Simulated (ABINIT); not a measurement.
# RbBr (Fm-3m) in ABINIT: equation of state

How stiff is RbBr in PBE, and what volume does it want? The cell is scaled to several volumes.

Program: ABINIT 10.8.3 (patched build). These are calculated values, not measurements. Logs are shortened: lines on timing, memory, paths and dates and some standing lists are left out, and cuts for length are marked. The log counts tension as positive stress, the text compression.

### Step 1. Starting point

Symmetry: Fm-3m, No. 225, cubic system. Conventional cell: a = 6.854 Å, b = 6.854 Å, c = 6.854 Å, α = 90.00°, β = 90.00°, γ = 90.00°. Rb (site symmetry m-3m) has 6 Br at 3.43 Å as nearest neighbours. Br (site symmetry m-3m) is surrounded by 6 Rb at 3.43 Å.

### Step 2. Equation of state, PBE

Contents of run.abi:

```
# Datasets: one volume each
ndtset 7
getwfk -1
scalecart1 3*0.9795861087
scalecart2 3*0.9864848297
scalecart3 3*0.9932883884
scalecart4 3*1.0000000000
scalecart5 3*1.0066227096
scalecart6 3*1.0131594038
scalecart7 3*1.0196128224

# Pseudopotentials
pp_dirpath "./"
pseudos "Rb.GGA_PBE-JTH.xml, Br.GGA_PBE-JTH.xml"

# Structure
acell 3*1.0
rprim
     0.0000000000     6.4760914291     6.4760914291
     6.4760914291     0.0000000000     6.4760914291
     6.4760914291     6.4760914291     0.0000000000
ntypat 2
znucl 37 35
natom 2
typat 1 2
xred
     0.0000000000     0.0000000000     0.0000000000
     0.5000000000     0.5000000000     0.5000000000

# Plane-wave basis
ecut 435.382180 eV
pawecutdg 32.0

# k points
kptopt 1
ngkpt 7 7 7
nshiftk 1
shiftk 0.0 0.0 0.0

# Exchange and correlation
ixc 11

# Bands and occupations
nband 12
occopt 3
tsmear 0.05 eV

# SCF cycle
nstep 100
tolvrs 1.0e-9

# Output
iomode 3
prtwf 1
prtden 0
prteig 0
prtebands 0
enunit 1
```

Potentials or basis: JTH PAW PBE v2.0.

Command:

```bash
$ abinit run.abi > log 2>&1
```

run.abo:

```text
.Version 10.8.3 of ABINIT
 DATASET    1 : space group Fm -3 m (#225); Bravais cF (face-center cubic)
================================================================================
 Values of the parameters that define the memory need for DATASET  1.
     intxc =       0    ionmov =       0      iscf =      17    lmnmax =      13
     lnmax =       5     mgfft =      36  mpssoang =       3    mqgrid =    3001
     natom =       2  nloc_mem =       2    nspden =       1   nspinor =       1
    nsppol =       1      nsym =      48    n1xccc =       1    ntypat =       2
    occopt =       3   xclevel =       2
       mpw =        1584          nfft =       46656          nkpt =          20
 PAW method is used; the additional fine FFT grid is defined by:
   mgfftf=        48    nfftf =    110592
================================================================================
================================================================================
[... 71 lines left out ...]
 DATASET    7 : space group Fm -3 m (#225); Bravais cF (face-center cubic)
================================================================================
 Values of the parameters that define the memory need for DATASET  7.
     intxc =       0    ionmov =       0      iscf =      17    lmnmax =      13
     lnmax =       5     mgfft =      36  mpssoang =       3    mqgrid =    3001
     natom =       2  nloc_mem =       2    nspden =       1   nspinor =       1
    nsppol =       1      nsym =      48    n1xccc =       1    ntypat =       2
    occopt =       3   xclevel =       2
       mpw =        1788          nfft =       46656          nkpt =          20
 PAW method is used; the additional fine FFT grid is defined by:
   mgfftf=        48    nfftf =    110592
================================================================================
================================================================================

--------------------------------------------------------------------------------
------------- Echo of variables that govern the present computation ------------
--------------------------------------------------------------------------------
 -outvars: echo values of preprocessed input variables --------
            acell      1.0000000000E+00  1.0000000000E+00  1.0000000000E+00 Bohr
              amu      8.54678000E+01  7.99040000E+01
             ecut      1.60000000E+01 Hartree
           enunit           1
           getwfk          -1
              ixc          11
           jdtset        1    2    3    4    5    6    7
         kptrlatt        7    0    0      0    7    0      0    0    7
          kptrlen1     6.28012990E+01
          kptrlen2     6.32435763E+01
          kptrlen3     6.36797527E+01
          kptrlen4     6.41100343E+01
          kptrlen5     6.45346165E+01
          kptrlen6     6.49536841E+01
          kptrlen7     6.53674130E+01
            natom           2
            nband          12
           ndtset           7
            ngfft          36      36      36
          ngfftdg          48      48      48
             nkpt          20
            nstep         100
             nsym          48
           ntypat           2
           occopt           3
        pawecutdg      3.20000000E+01 Hartree
         pawxcdev           0
           prtden           0
        prtebands           0
           prteig           0
            rprim1     0.0000000000E+00  6.3438892026E+00  6.3438892026E+00
                       6.3438892026E+00  0.0000000000E+00  6.3438892026E+00
                       6.3438892026E+00  6.3438892026E+00  0.0000000000E+00
            rprim2     0.0000000000E+00  6.3885659506E+00  6.3885659506E+00
                       6.3885659506E+00  0.0000000000E+00  6.3885659506E+00
                       6.3885659506E+00  6.3885659506E+00  0.0000000000E+00
            rprim3     0.0000000000E+00  6.4326264187E+00  6.4326264187E+00
                       6.4326264187E+00  0.0000000000E+00  6.4326264187E+00
                       6.4326264187E+00  6.4326264187E+00  0.0000000000E+00
            rprim4     0.0000000000E+00  6.4760914291E+00  6.4760914291E+00
                       6.4760914291E+00  0.0000000000E+00  6.4760914291E+00
                       6.4760914291E+00  6.4760914291E+00  0.0000000000E+00
            rprim5     0.0000000000E+00  6.5189807020E+00  6.5189807020E+00
                       6.5189807020E+00  0.0000000000E+00  6.5189807020E+00
                       6.5189807020E+00  6.5189807020E+00  0.0000000000E+00
            rprim6     0.0000000000E+00  6.5613129313E+00  6.5613129313E+00
                       6.5613129313E+00  0.0000000000E+00  6.5613129313E+00
                       6.5613129313E+00  6.5613129313E+00  0.0000000000E+00
            rprim7     0.0000000000E+00  6.6031058601E+00  6.6031058601E+00
                       6.6031058601E+00  0.0000000000E+00  6.6031058601E+00
                       6.6031058601E+00  6.6031058601E+00  0.0000000000E+00
          spgroup         225
           tolvrs      1.00000000E-09
           tsmear      1.83746611E-03 Hartree
            typat      1  2
           useylm           1
           xangst1     0.0000000000E+00  0.0000000000E+00  0.0000000000E+00
                       3.3570415922E+00  3.3570415922E+00  3.3570415922E+00
           xangst2     0.0000000000E+00  0.0000000000E+00  0.0000000000E+00
                       3.3806835091E+00  3.3806835091E+00  3.3806835091E+00
           xangst3     0.0000000000E+00  0.0000000000E+00  0.0000000000E+00
                       3.4039993047E+00  3.4039993047E+00  3.4039993047E+00
           xangst4     0.0000000000E+00  0.0000000000E+00  0.0000000000E+00
                       3.4269999977E+00  3.4269999977E+00  3.4269999977E+00
           xangst5     0.0000000000E+00  0.0000000000E+00  0.0000000000E+00
                       3.4496960235E+00  3.4496960235E+00  3.4496960235E+00
           xangst6     0.0000000000E+00  0.0000000000E+00  0.0000000000E+00
                       3.4720972745E+00  3.4720972745E+00  3.4720972745E+00
           xangst7     0.0000000000E+00  0.0000000000E+00  0.0000000000E+00
                       3.4942131400E+00  3.4942131400E+00  3.4942131400E+00
            xcart1     0.0000000000E+00  0.0000000000E+00  0.0000000000E+00
                       6.3438892026E+00  6.3438892026E+00  6.3438892026E+00
            xcart2     0.0000000000E+00  0.0000000000E+00  0.0000000000E+00
                       6.3885659506E+00  6.3885659506E+00  6.3885659506E+00
            xcart3     0.0000000000E+00  0.0000000000E+00  0.0000000000E+00
                       6.4326264187E+00  6.4326264187E+00  6.4326264187E+00
            xcart4     0.0000000000E+00  0.0000000000E+00  0.0000000000E+00
                       6.4760914291E+00  6.4760914291E+00  6.4760914291E+00
            xcart5     0.0000000000E+00  0.0000000000E+00  0.0000000000E+00
                       6.5189807020E+00  6.5189807020E+00  6.5189807020E+00
            xcart6     0.0000000000E+00  0.0000000000E+00  0.0000000000E+00
                       6.5613129313E+00  6.5613129313E+00  6.5613129313E+00
            xcart7     0.0000000000E+00  0.0000000000E+00  0.0000000000E+00
                       6.6031058601E+00  6.6031058601E+00  6.6031058601E+00
             xred      0.0000000000E+00  0.0000000000E+00  0.0000000000E+00
                       5.0000000000E-01  5.0000000000E-01  5.0000000000E-01
            znucl       37.00000   35.00000

================================================================================

 chkinp: Checking input parameters for consistency, jdtset=   1.

 chkinp: Checking input parameters for consistency, jdtset=   2.
[... 35 lines left out ...]
 getcut: wavevector=  0.0000  0.0000  0.0000  ngfft=  36  36  36
         ecut(hartree)=     16.000   => boxcut(ratio)=   2.22847

 getcut : COMMENT -
  Note that boxcut > 2.2 ; recall that boxcut=Gcut(box)/Gcut(sphere) = 2
  is sufficient for exact treatment of convolution.
  Such a large boxcut is a waste : you could raise ecut
  e.g. ecut=   19.864315 Hartrees makes boxcut=2

 Fine grid specifications (used for densities):

 getcut: wavevector=  0.0000  0.0000  0.0000  ngfft=  48  48  48
         ecut(hartree)=     32.000   => boxcut(ratio)=   2.10102

--- Pseudopotential description ------------------------------------------------
- pspini: atom type   1  psp file is ./Rb.GGA_PBE-JTH.xml
 Pseudopotential format is: paw10
 basis_size (lnmax)=  5 (lmn_size= 13), orbitals=   0   0   1   1   2
 Spheres core radius: rc_sph= 2.31324876
 Shapefunction is BESSEL type: shapef(r,l)=aa(1,l)*jl(q(1,l)*r)+aa(2,l)*jl(q(2,l)*r)
 Radius for shape functions =  1.75956284
 Compensation charge density is not taken into account in XC energy/potential

- pspini: atom type   2  psp file is ./Br.GGA_PBE-JTH.xml
 Pseudopotential format is: paw10
 basis_size (lnmax)=  4 (lmn_size=  8), orbitals=   0   0   1   1
 Spheres core radius: rc_sph= 2.20918964
 Shapefunction is BESSEL type: shapef(r,l)=aa(1,l)*jl(q(1,l)*r)+aa(2,l)*jl(q(2,l)*r)
 Radius for shape functions =  2.00422552
 Compensation charge density is not taken into account in XC energy/potential

   1.27415870E+03                                ecore*ucvol(ha*bohr**3)
--------------------------------------------------------------------------------

================================================================================

--- !BeginCycle
iteration_state: {dtset: 1, }
solver: {iscf: 17, nstep: 100, nline: 4, wfoptalg: 10, }
tolerances: {tolvrs: 1.00E-09, }
...
[... 163 lines left out ...]
 getcut: wavevector=  0.0000  0.0000  0.0000  ngfft=  36  36  36
         ecut(hartree)=     16.000   => boxcut(ratio)=   2.21289

 getcut : COMMENT -
  Note that boxcut > 2.2 ; recall that boxcut=Gcut(box)/Gcut(sphere) = 2
  is sufficient for exact treatment of convolution.
  Such a large boxcut is a waste : you could raise ecut
  e.g. ecut=   19.587454 Hartrees makes boxcut=2

 Fine grid specifications (used for densities):

 getcut: wavevector=  0.0000  0.0000  0.0000  ngfft=  48  48  48
         ecut(hartree)=     32.000   => boxcut(ratio)=   2.08633
--------------------------------------------------------------------------------
[... 1049 lines left out ...]
-Cartesian components of stress tensor (GPa)         [Pressure=  2.2590E-01 GPa]
- sigma(1 1)= -2.25898226E-01  sigma(3 2)=  0.00000000E+00
- sigma(2 2)= -2.25898226E-01  sigma(3 1)=  0.00000000E+00
- sigma(3 3)= -2.25898226E-01  sigma(2 1)=  0.00000000E+00

== END DATASET(S) ==============================================================
================================================================================

 -outvars: echo values of variables after computation  --------
            acell      1.0000000000E+00  1.0000000000E+00  1.0000000000E+00 Bohr
           etotal1    -3.8110007126E+01
           etotal2    -3.8110778367E+01
           etotal3    -3.8111397218E+01
           etotal4    -3.8111879459E+01
           etotal5    -3.8112234859E+01
           etotal6    -3.8112481440E+01
           etotal7    -3.8112609733E+01
            fcart1    -0.0000000000E+00 -0.0000000000E+00 -0.0000000000E+00
                      -0.0000000000E+00 -0.0000000000E+00 -0.0000000000E+00
            fcart2    -0.0000000000E+00 -0.0000000000E+00 -0.0000000000E+00
                      -0.0000000000E+00 -0.0000000000E+00 -0.0000000000E+00
            fcart3    -0.0000000000E+00 -0.0000000000E+00 -0.0000000000E+00
                      -0.0000000000E+00 -0.0000000000E+00 -0.0000000000E+00
            fcart4    -0.0000000000E+00 -0.0000000000E+00 -0.0000000000E+00
                      -0.0000000000E+00 -0.0000000000E+00 -0.0000000000E+00
            fcart5    -0.0000000000E+00 -0.0000000000E+00 -0.0000000000E+00
                      -0.0000000000E+00 -0.0000000000E+00 -0.0000000000E+00
[... 38 lines left out ...]
                       0.0000000000E+00  0.0000000000E+00  0.0000000000E+00
           xangst1     0.0000000000E+00  0.0000000000E+00  0.0000000000E+00
                       3.3570415922E+00  3.3570415922E+00  3.3570415922E+00
           xangst2     0.0000000000E+00  0.0000000000E+00  0.0000000000E+00
                       3.3806835091E+00  3.3806835091E+00  3.3806835091E+00
           xangst3     0.0000000000E+00  0.0000000000E+00  0.0000000000E+00
                       3.4039993047E+00  3.4039993047E+00  3.4039993047E+00
           xangst4     0.0000000000E+00  0.0000000000E+00  0.0000000000E+00
                       3.4269999977E+00  3.4269999977E+00  3.4269999977E+00
           xangst5     0.0000000000E+00  0.0000000000E+00  0.0000000000E+00
                       3.4496960235E+00  3.4496960235E+00  3.4496960235E+00
           xangst6     0.0000000000E+00  0.0000000000E+00  0.0000000000E+00
                       3.4720972745E+00  3.4720972745E+00  3.4720972745E+00
           xangst7     0.0000000000E+00  0.0000000000E+00  0.0000000000E+00
                       3.4942131400E+00  3.4942131400E+00  3.4942131400E+00
             xred      0.0000000000E+00  0.0000000000E+00  0.0000000000E+00
                       5.0000000000E-01  5.0000000000E-01  5.0000000000E-01
 Calculation completed.
```

Run time: 86 s. Hardware: 1 thread of Intel Xeon Platinum 8488C (Sapphire Rapids), shared host; peak memory 0.15 GiB.

Results:

```yaml
Equilibrium_volume: "43.36 Å³/atom (rough: see the caveat)"
Bulk_modulus: 13.4 GPa (rough)
```

Energy against volume, from the lowest point:
| volume (Å³/atom) | energy (meV/atom) |
| --- | --- |
| 37.833 | 35.41 |
| 38.638 | 24.92 |
| 39.443 | 16.50 |
| 40.248 | 9.94 |
| 41.053 | 5.10 |
| 41.858 | 1.75 |
| 42.663 | 0.00 |

Caveat: pressures at fixed basis lie under the slope of the energies; the minimum lies outside the volumes run.
